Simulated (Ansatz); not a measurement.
## Notes on HfO2

```
Hf O
1.0
     5.09673    0.00520   -0.23406
     0.00523    5.00137   -0.00243
    -1.06205   -0.00331    5.35656
Hf O
4 8
Direct
  0.26755 0.05162 0.20791
  0.74683 0.54124 0.28828
  0.70532 0.96887 0.77901
  0.26508 0.44985 0.71420
  0.06705 0.31041 0.35912
  0.93792 0.82498 0.15845
  0.92152 0.69282 0.67737
  0.07936 0.17233 0.84489
  0.46559 0.76323 0.50602
  0.53060 0.25240 0.00207
  0.53213 0.27272 0.49103
  0.44804 0.75333 0.97748
```

Method: PBE, no spin polarisation; PAW, plane waves to 420 eV, 4×4×4 (shifted by 0, 0.5, 0 steps) mesh, fermi-dirac occupations (width 0.1 eV) (Ansatz 0.2.0), atoms fixed.

**Question.** What is the formation energy?

**Answer.** -3.26 eV an atom against the elements' usual phases (free molecules for gases, crystals otherwise, with no correction for O₂ or N₂), so it is bound against them; other compounds may still compete. Relaxing would lower it.

**Question.** Describe some of the short contacts.

**Answer.** Hf–O at 1.91 Å: least valence density 1.11 e/Å³ and ELF 0.33 there. O–O at 2.29 Å: least valence density 0.32 e/Å³ and ELF 0.11 there, a closed-shell (ionic or weak) contact. Both are smooth PAW fields, read partly inside the augmentation spheres.

**Question.** What does the stress say?

**Answer.** The pressure is 18.7 GPa (compression positive), so with the atoms held at these fractions the cell would first expand; the forces are large, so a full relaxation may end otherwise. The principal stresses 2.8, 22.5, 30.8 GPa differ, so its shape would change too.

**Question.** What is the band gap?

**Answer.** The gap on the k mesh is 4.00 eV; the mesh may miss the band edges, so the true gap of this level can be smaller.

**Question.** Which orbitals make up the band edges?

**Answer.** Within 0.7 eV of the edges, the states project mainly on O p (93 %) below the gap and on Hf d (83 %) and O p (12 %) above it.

Origin: a strained cell with displaced atoms, so it need not be a known compound. Caveats: an odd or shifted mesh can miss the band edges, so this level's true gap may be smaller; atoms or cell far from equilibrium.
